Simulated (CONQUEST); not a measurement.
# C under changes of volume

One of the cells (5.672 Å³/atom); the others are scaled copies at fixed shape and fractional positions:

```
C
1.0
     2.52207    0.00000    0.00000
     0.00000    2.52207    0.00000
     0.00000    0.00000    3.56674
C
4
Cartesian
  0.0000 1.2610 0.8917
  1.2610 0.0000 2.6751
  0.0000 0.0000 1.7834
  1.2610 1.2610 0.0000
```

This isn't the form of C at room conditions, which is graphite.

- Program: CONQUEST 1.3
- Functional: PBEsol
- Potentials or basis: PseudoDojo NC PBEsol, DZP, grid of 24 × 24 × 36 points
- k mesh: 10 × 10 × 8
- Occupations: fermi-dirac, width 0.05 eV
- Spin: no spin polarisation

```csv
volume (Å³/atom),energy over the lowest point (meV/atom),pressure (GPa),gap on the mesh (eV)
5.332,36.47,34.1,4.29
5.445,?,?,?
5.558,5.00,11.7,4.18
5.672,0.00,2.6,4.14
5.785,1.51,-6.6,4.09
5.899,8.96,-14.5,4.04
6.012,21.73,-21.3,3.99
```

Task: What does the run at 5.445 Å³/atom give?

Result: Energy over the lowest point 16.78 meV/atom; pressure 22.0 GPa; gap on the mesh 4.24 eV.

Worked out: A Birch-Murnaghan fit of order 3 (a polynomial in V^(-2/3)) to the other rows has its minimum at 5.70 Å³/atom with B0 = V·E''(V) = 447 GPa and B' = 3.4. It gives 16.93 meV/atom at 5.445 Å³/atom, against the run's 16.78, and -dE/dV = 22.2 GPa, against 22.0. A straight line through the other rows of the gap, of slope -2.47 eV per unit of ln V, gives 4.24 eV, against the run's 4.24.

Energies are extrapolated to zero smearing.

Caveats: the basis of atomic orbitals isn't converged, which shifts pressures, moduli and gaps; the real-space grid breaks the cell's symmetry a little.

A mesh can miss the band edges.
